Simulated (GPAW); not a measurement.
Records of electronic-structure calculations.

**A GW chain in GPAW: LiBr (Fm-3m)**

The structure is cubic, space group Fm-3m (No. 225). Conventional cell: a = 5.501 Å, b = 5.501 Å, c = 5.501 Å, α = 90.00°, β = 90.00°, γ = 90.00°. Nearest to Li lie 6 Br at 2.75 Å. Nearest to Br lie 6 Li at 2.75 Å. Farther neighbours and most contacts between anions are not listed.

```
Li Br
1.0
     0.00000    2.75065    2.75065
     2.75065    0.00000    2.75065
     2.75065    2.75065    0.00000
Li Br
1 1
Direct
  0.00000 0.00000 0.00000
  0.50000 0.50000 0.50000
```

```
method               : DFT, PBE, plane waves, PAW (and 1 further level or step)
program              : GPAW 26.7.0
settings of one run  : cutoff 600 eV, GPAW PAW setups 1.2.1 data release, 4×4×4 k-mesh, nbands 383
cost                 : 3 runs, 47 s in all on 4 MPI ranks of Arm Neoverse V1, shared host (the runs of this entry)
notes                : The cell and positions come from the Crystallography Open Database and are kept as given unless a step says otherwise. Limits: no spin-orbit coupling. Bands and cutoff are finite, so the gap is not at the basis limit. The miss can reach some tenths of an eV and take either sign; the mesh is an error of its own. The 4×4×4 mesh is coarse for this cell, which bears on the long-range parts of exchange and screening.
PBE gap              : 4.94 eV, direct
G0W0 gap on the mesh : 7.16 eV
GW settings          : 4×4×4 mesh, 173 bands, screening to 150 eV, Godby-Needs plasmon pole
known limits         : not at the basis limit; no spin-orbit coupling; coarse k mesh
```

G0W0 moves the gap on the mesh from 4.94 eV to 7.16 eV (+2.22 eV), with Z of 0.81 and 0.84 at the edges. Only 1 of the mesh's irreducible points was corrected, so a valley elsewhere could overtake.

[Paths, hosts, dates, memory and timing lines, banners, echoed tables and standing remarks are left out of the program output.]

[Logs are printed without paths, hosts, clocks, repeated set-up lines and the standing remarks that a program may print on its own settings, such as how far it seeks lower states.]

[Runs of the session that timed out or met a known fault of the program may be left out.]

[Hosts, paths, dates, database ids (printed as entryN), source tags and the programs' standing remarks are cut or masked in the printed files.]
